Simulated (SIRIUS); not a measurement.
Runs of SIRIUS 7.12.0 on Ag. Symmetry: Fm-3m, No. 225, cubic system. The conventional cell has a = 4.085 Å, b = 4.085 Å, c = 4.085 Å, α = 90.00°, β = 90.00°, γ = 90.00°. Ag (site symmetry m-3m) has 12 Ag at 2.89 Å as nearest neighbours. 

```csv
task,level,potentials or basis,cutoff (eV),energy tol,density tol,mixer,mixing beta,max scf,gap on the mesh (eV),pressure (GPa)
single point,PBE,PseudoDojo 0.4 PBE stringent (scalar relativistic),1127,1e-08 Ha,1e-06,anderson,0.7,100,none,4.3
single point,PBEsol,PseudoDojo 0.4.1 PBEsol standard (scalar relativistic),1127,1e-08 Ha,1e-06,anderson,0.7,100,none,-3.0
single point,PBE,SPMS 1.0 PBE (norm-conserving),1127,1e-08 Ha,1e-06,anderson,0.7,100,none,(a)
single point,PBE,SSSP 1.3.0 PBE efficiency,828,1e-08 Ha,1e-06,anderson,0.7,100,none,4.2
```

Alike in all rows: no spin polarisation; cell as given; k mesh 11 × 11 × 11; smearing fermi-dirac 0.05 eV.

Question: Fill in the values left out.

Answer: (a) 4.6.

A k mesh can miss the band edges, and the runs leave out spin-orbit coupling on Ag.

A gap of «none» marks a metal or a gap under the smearing width.

Not every run made on this cell is shown here.
